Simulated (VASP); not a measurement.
BN:

```
N B
1.0
     0.00000    3.49532    2.16609
     1.25163    0.00000    2.16609
     1.25163    3.49532    0.00000
N B
1 1
Direct
  0.68256 0.64021 0.29093
  0.02905 0.97203 0.97091
```

The cell comes from a database or a generator and needn't be the stable form of this composition.

The cell isn't the ideal one: atoms moved at random, drawn with an rms of 0.1 Å.

| Item | Value |
| --- | --- |
| Program | VASP 6.6.1 |
| Task | relaxation of the atoms |
| Functional | r2SCAN |
| Potentials or basis | VASP PAW PBE potentials, release 64 (N, B) |
| Cutoff | 520 eV |
| k mesh | 10 × 10 × 10 |
| Occupations | gaussian, width 0.05 eV |
| Spin | no spin polarisation |

At the start: pressure -0.4 GPa; volume 9.48 Å³/atom.

Task: How do energy, volume and symmetry change on relaxing?

Result: Over 12 steps the energy falls by 37.8 meV/atom; space group Fmm2 (No. 42, to 0.05 Å).

The path:
```csv
step,energy change (eV),largest force (eV/Å),pressure (GPa)
1,0.0000,1.7272,-0.39
2,0.0786,3.5059,2.40
3,-0.0565,0.8942,-0.17
4,-0.0636,0.7224,-0.15
5,-0.0755,0.0227,-0.12
6,-0.0755,0.0270,-0.12
7,-0.0755,0.0511,-0.12
8,-0.0755,0.0158,-0.12
9,-0.0755,0.0101,-0.12
10,-0.0755,0.0084,-0.12
11,-0.0755,0.0103,-0.13
12,-0.0755,0.0005,-0.12
```

Final structure:
```
CELL_PARAMETERS angstrom
0.00000 3.49532 2.16609
1.25163 0.00000 2.16609
1.25163 3.49532 0.00000
ATOMIC_POSITIONS crystal
N 0.68908 0.63940 0.29764
B 0.02253 0.97285 0.96420
```

Caveat: the PAW data sets were made with another functional, which shifts forces and pressure a little.
